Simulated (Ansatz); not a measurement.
Runs of Ansatz 0.2.0 on GaN. The structure is hexagonal, space group P6_3mc (No. 186). Conventional cell: a = 3.180 Å, b = 3.180 Å, c = 5.166 Å, α = 90.00°, β = 90.00°, γ = 120.00°. Ga (site symmetry 3m) is surrounded by 4 N at 1.94 to 1.95 Å. Around N (site symmetry 3m) lie 4 Ga at 1.94 to 1.95 Å. 

```csv
task,level,cutoff (eV),basis error allowed,gap on the mesh (eV),pressure (GPa),V0 of scaled cells (Å³/atom),B0 (GPa),largest force (eV/Å)
band structure,LDA,396,0.002 eV/atom,1.98,-4.3,-,-,0.13
equation of state,LDA,-,0.002 eV/atom,-,-,11.06,(b),-
band structure,PBEsol,395,0.002 eV/atom,(c),1.0,-,-,0.13
single point,PBE,428,0.001 eV/atom,1.98,(a),-,-,0.14
equation of state,PBEsol,-,0.001 eV/atom,-,-,11.37,189,-
```

Alike in all rows: potentials or basis all-electron LAPW, scalar-relativistic; no spin polarisation; cell as given; k mesh 10 × 10 × 5; smearing fermi-dirac 0.05 eV.

Estimate the missing entries.

(a) 7.2; (b) 202; (c) 1.92.

Caveats: the cell was scaled at fixed shape and fractional positions, which overstates the stiffness of a crystal with free parameters, most of all of layers and chains (some runs); an odd mesh through Γ misses points on the zone boundary, where band edges often lie (some runs).

A k mesh can miss the band edges, and the runs leave out spin-orbit coupling on Ga.

Not every run made on this cell is shown here.
